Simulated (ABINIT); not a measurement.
Crystal: SiC (Moissanite).

```xyz
4
Lattice="3.0760 0.0000 0.0000 -1.5380 2.6639 0.0000 0.0000 0.0000 5.0480" Properties=species:S:1:pos:R:3 pbc="T T T"
Si    1.5380    0.8880    2.5240
Si    0.0000    1.7759    0.0000
C     1.5380    0.8880    4.4675
C     0.0000    1.7759    1.9435
```

```yaml
Program: ABINIT 10.8.3 (patched build)
Task: relaxation of cell and atoms
Functional: LDA
Potentials_or_basis: PseudoDojo NC SR LDA v0.4.1 standard
Cutoff: 1116 eV
k_mesh: 8 × 8 × 4
Occupations: fermi-dirac, width 0.05 eV
Spin: no spin polarisation
```

At the start: pressure -4.4 GPa; volume 10.34 Å³/atom.

Task: Where does the relaxation end?

Result: Over 7 steps the energy falls by 11.9 meV/atom and the volume is 10.12 Å³/atom (-2.1 %); space group P6_3mc (No. 186, to 0.05 Å).

Step by step:
```tsv
step	energy change (eV)	largest force (eV/Å)	pressure (GPa)	volume (Å³)
1	0.0000	0.7284	-4.42	41.36
2	-0.0309	0.4888	-1.68	40.81
3	-0.0448	0.0869	1.01	40.31
4	-0.0466	0.0581	0.59	40.39
5	-0.0478	0.0039	-0.02	40.49
6	-0.0478	0.0001	-0.01	40.49
7	-0.0478	0.0000	0.00	40.49
```

Final structure:
```
Si C
1.0
     3.05420    0.00000    0.00000
    -1.52710    2.64502    0.00000
     0.00000    0.00000    5.01215
Si C
2 2
Direct
  0.66667 0.33333 0.50458
  0.33333 0.66667 0.00458
  0.66667 0.33333 0.88042
  0.33333 0.66667 0.38042
```
